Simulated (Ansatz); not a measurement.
# MgS in Ansatz: the effect of exact exchange

MgS:

```
S Mg
1.0
     4.03462    0.00000    0.00000
    -2.01731    3.49409    0.00000
     0.00000    0.00000    6.43229
S Mg
2 2
Direct
  0.66667 0.33333 0.87924
  0.33333 0.66667 0.37924
  0.33333 0.66667 0.99575
  0.66667 0.33333 0.49575
```

The cell comes from a database or a generator and needn't be the stable form of this composition.

Alike in all runs:

| Item | Value |
| --- | --- |
| Program | Ansatz 0.2.0 |
| Task | single point |
| Functional | HSE06 form with a typed share of exact exchange |
| Potentials or basis | Ansatz PAW |
| Cutoff | 420 eV (not typed: the program's choice for these potentials) |
| k mesh | 4 × 4 × 2 |
| Occupations | fermi-dirac, width 0.05 eV |
| Spin | no spin polarisation |

```csv
exact exchange,gap on the mesh (eV),pressure (GPa)
0.05,3.65,0.9
0.1,3.87,0.7
0.15,4.08,0.5
0.2,4.30,0.3
0.25,?,?
0.3,4.75,-0.2
0.4,5.20,-0.5
0.5,5.66,-0.9
```

Question: What does the run with exact exchange 0.25 give?

Answer: gap on the mesh 4.52 eV; pressure 0.0 GPa.

Worked out: A straight line through the other rows of the gap on the mesh, of slope 4.47 eV per unit of exact exchange, gives 4.53 eV, against the run's 4.52. A straight line through the other rows of the pressure, of slope -4.04 GPa per unit of exact exchange, gives 0.1 GPa, against the run's 0.0.

Caveats: all runs use coarse meshes; the PAW data sets come from PBE, with cores solved anew for the run's functional, which leaves a small shift of forces and pressure; the thresholds are loose for stress.

